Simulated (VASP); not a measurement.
Cu, 6 atoms in the cell. The cell holds a slab with vacuum, 6 atoms: a = 2.504 Å, b = 2.504 Å, c = 24.576 Å, α = 90.00°, β = 90.00°, γ = 120.00°. The slab is cut from a database's or a generator's crystal, which needn't be the stable form of the element.

- Program: VASP 6.6.1
- Task: single point
- Functional: PBE
- Potentials or basis: VASP PAW PBE potentials, release 64 (Cu)
- Cutoff: 520 eV
- k mesh: 9 × 9 × 1
- Occupations: gaussian, width 0.1 eV
- Spin: no spin polarisation
- Dipole correction: no
- Further INCAR settings: ALGO = Fast; EDIFF = 1e-07; NBANDS = 42

Potentials or basis: VASP PAW PBE potentials, release 64 (Cu).

The run is started by

```sh
$ cat potpaw_PBE.64/Cu/POTCAR > POTCAR
$ mpirun -np 1 vasp_std > vasp.out
```

Hardware: 1 thread of Intel(R) Xeon(R) 6975P-C (Granite Rapids), on a shared host.

Estimate the wall time of this run.

Run time: 60 s on 1 thread of Intel(R) Xeon(R) 6975P-C (Granite Rapids) (shared host), peak memory 0.27 GiB. Counts: scf iterations 24, k points 12.
